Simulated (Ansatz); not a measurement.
Crystal: MnO2.

```
Mn O
1.0
     2.85658    0.00000    0.00000
    -1.42829    2.47387    0.00000
     0.00000    0.00000    4.60137
Mn O
1 2
Direct
  0.00000 0.00000 0.50000
  0.33333 0.66667 0.70629
  0.66667 0.33333 0.29371
```

Measurements of this composition are mostly on another form, of space group No. 136.

A run of Ansatz 0.2.0 on this cell left the log below. Logs are shortened: lines on timing, memory, paths and dates and some standing lists are left out, and cuts for length are marked.

```text
Warning: RAYON_NUM_THREADS=2 ignored (pool sized by the plan → 2); use --threads N
Engine: ansatz 0.2.0, aarch64-unknown-linux-gnu
Pseudopotentials: kind: paw
Pseudopotential: Mn, paw, valence charge 15, recommended cutoff 420 eV (normal), Mn.paw.azcp
Pseudopotential: O, paw, valence charge 6, recommended cutoff 420 eV (normal), O.paw.azcp
Functional definition: PBEsol
  exchange = pbesol_x
  correlation = pbesol_c
Crystal: 3 atoms, lattice volume = 32.517 Å³
Basis set: ecut = 420 eV, 615 PW (Γ), exchange–correlation on 40×40×64 points (8 copies of the dense FFT grid, shifted against one another)
Bands: 20, of which v1, the nominal top of the filled ones, is band 14 counted from 1 (13 counted from 0)
Symmetry: 12 space group operations
Space group: P-3m1 (ITA 164), of the structure as read, at distance tolerance 3.2e-5 Å
Magnetic group: BNS 164.85 (UNI 1315), of the structure as read, at distance tolerance 3.2e-5 Å
k-points: 72 of 600
Non-local potential: Mn, projectors of the file, l = 0: 3, l = 1: 2, l = 2: 3, l = 3: 1
Non-local potential: O, projectors of the file, l = 0: 2, l = 1: 2, l = 2: 1
PAW form: soft (Blöchl's): semilocal exchange-correlation on the pseudo side does not see the compensation charge
PAW frozen core: Mn, regenerated for the run's functional, and the local potential with it (the file was generated under x = pbe(κ = 0.804, μ = 0.2195149727645171), c = pbe(β = 0.06672455060314922))
[... 384 lines left out ...]
  k-point 1 ↑: bands = ["-73.4328", "-42.2096", "-42.2096", "-42.2066", "-11.7618", "-9.4250", "1.6304", "1.8125", "1.8125", "5.5214", "5.5214", "6.2917", "6.3953", "6.3953", "7.7171", "10.8074", "10.8074", "15.1895", "18.0057", "22.1869"]
  k-point 2 ↑: bands = ["-73.4328", "-42.2096", "-42.2096", "-42.2066", "-11.7037", "-9.5242", "1.8181", "1.8181", "1.9708", "5.5185", "5.5185", "5.6661", "6.3742", "6.3742", "7.8502", "10.8323", "10.8323", "16.0472", "17.7689", "21.4977"]
  k-point 71 ↓: bands = ["-70.2464", "-39.3262", "-39.2877", "-38.9628", "-9.8001", "-9.7664", "2.3655", "2.4201", "3.3515", "4.6818", "5.1206", "5.4316", "9.0790", "9.7525", "9.8896", "11.6028", "11.6096", "20.2982", "22.7172", "22.7610"]
--- Elastic constants: 3 strain directions × 2 members + reference (group order 12) ---
  dense FFT box of the reference and of every strained cell: 20×20×32
  strains applied: 11, 33, 23; error gains: componentwise 1.00 (the most a stress slope's error grows in a printed constant), spectral 1.41 (1 for all six strains in a standard setting)
  reference relaxed by the batch: 4 steps; max|allowed force component| 1.63e-1 eV/Å at the deck's positions, 1.04e-6 at the last accepted step, 1.10e-6 by the solve of record
  largest displacement 8.4e-3 Å; the constants are those of the deck's cell at these positions:
  atoms:
    - { symbol: Mn, position: [1.098070395273204e-36, -1.0812627533066144e-36, 0.5] }
    - { symbol: O, position: [0.33333333333333337, 0.6666666666666667, 0.7044771881558054] }
    - { symbol: O, position: [0.6666666666666667, 0.33333333333333337, 0.2955228118441946] }
  C = ∂σ_k/∂η_j (tension-positive GPa; Voigt order 11 22 33 23 13 12):
       337.488     63.223      5.969     -2.689      0.000      0.000
        63.223    337.488      5.969      2.689      0.000      0.000
         9.083      9.083     20.333      0.000      0.000      0.000
        -2.703      2.703      0.000      5.593      0.000     -0.000
         0.000     -0.000      0.000      0.000      5.593     -2.703
         0.000     -0.000      0.000      0.000     -2.689    137.132
  reference stress σ⁰ (GPa):      1.906      1.906     -0.899     -0.000      0.000     -0.000
  C* (energy form; C + prestress term) asymmetry max|C*_kj − C*_jk| = 3.098e-1 GPa — a small one proves nothing (zero by symmetry where the batch's group is 432, −43m or m−3m); a large one is finite-difference/SCF noise where every solve meets its electron count
  moduli (Voigt/Reuss/Hill, GPa): K = 94.65/19.54/57.09   G = 70.80/11.20/41.00   E = 99.24   ν = 0.210
  mechanically stable: yes (min eigenvalue of sym C = 5.54 GPa)
  strain η (Voigt 11):  stress-route row diagonal C_11 = 337.49 GPa, energy-path curvature d²(F+E_count+ΔE)/dδ²/Ω₀ = 337.63 GPa
         δ    σ_11 (GPa)             F (eV)   n_scf  n_hpsi   n_pw
    -2.000e-3       1.2274       -4990.3472818       2   59127    656   relax 4 steps, max|allowed force component| 1.99e-7 eV/Å
     2.000e-3       2.5773       -4990.3456933       2   59538    656   relax 3 steps, max|allowed force component| 4.01e-7 eV/Å
  strain η (Voigt 33):  stress-route row diagonal C_33 = 20.33 GPa, energy-path curvature d²(F+E_count+ΔE)/dδ²/Ω₀ = 19.03 GPa
         δ    σ_33 (GPa)             F (eV)   n_scf  n_hpsi   n_pw
    -2.000e-3      -0.9403       -4990.3463523       2   24613    656   relax 3 steps, max|allowed force component| 1.64e-7 eV/Å
     2.000e-3      -0.8590       -4990.3470846       2   25010    656   relax 3 steps, max|allowed force component| 2.91e-7 eV/Å
  strain η (Voigt 23):  stress-route row diagonal C_44 = 5.59 GPa, energy-path curvature d²(F+E_count+ΔE)/dδ²/Ω₀ = 5.03 GPa
         δ    σ_23 (GPa)             F (eV)   n_scf  n_hpsi   n_pw
    -2.000e-3      -0.0113       -4990.3466619       2   58785    656   relax 3 steps, max|allowed force component| 1.52e-5 eV/Å
     2.000e-3       0.0110       -4990.3466628       2   59027    656   relax 3 steps, max|allowed force component| 4.40e-7 eV/Å
```

What input gives this log?

Elastic constants with PBEsol, collinear spin, ferromagnetic start. The files as run (others can give the same):

input.yaml
```yaml
crystal:
  lattice:
    - [2.8565781804, 0.0, 0.0]
    - [-1.4282890902, 2.4738692722, 0.0]
    - [0.0, 0.0, 4.6013740589]
  atoms:
    - { symbol: Mn, position: [0.0, 0.0, 0.5], spin: 4.0 }
    - { symbol: O, position: [0.3333333333, 0.6666666667, 0.70629257] }
    - { symbol: O, position: [0.6666666667, 0.3333333333, 0.29370743] }
hamiltonian:
  xc: pbesol
  pseudopotentials: { kind: paw }
magnetization:
  spin_polarized: true
kpoints:
  mp_grid: { grid: [10, 10, 6] }
scf:
  occupations: { method: gaussian, width: 0.01 }
output:
  forces: true
  stress: true
elastic:
  mode: relaxed_ion
  stencil: two_point
```

Potentials or basis: Ansatz PAW.
Launch:
```sh
$ ansatz run input.yaml --threads 2 --pin off --max-ram 5632MiB --backend cpu --events-out ev --progress --plain --runs-dir out
```

Caveat: the pressure holds a Pulay correction of +0.8 GPa for the finite cutoff; a cell with one magnetic atom can't hold antiferromagnetic order, which such compounds often take; the PAW data sets come from PBE, with cores solved anew for the run's functional, which leaves a small shift of forces and pressure.
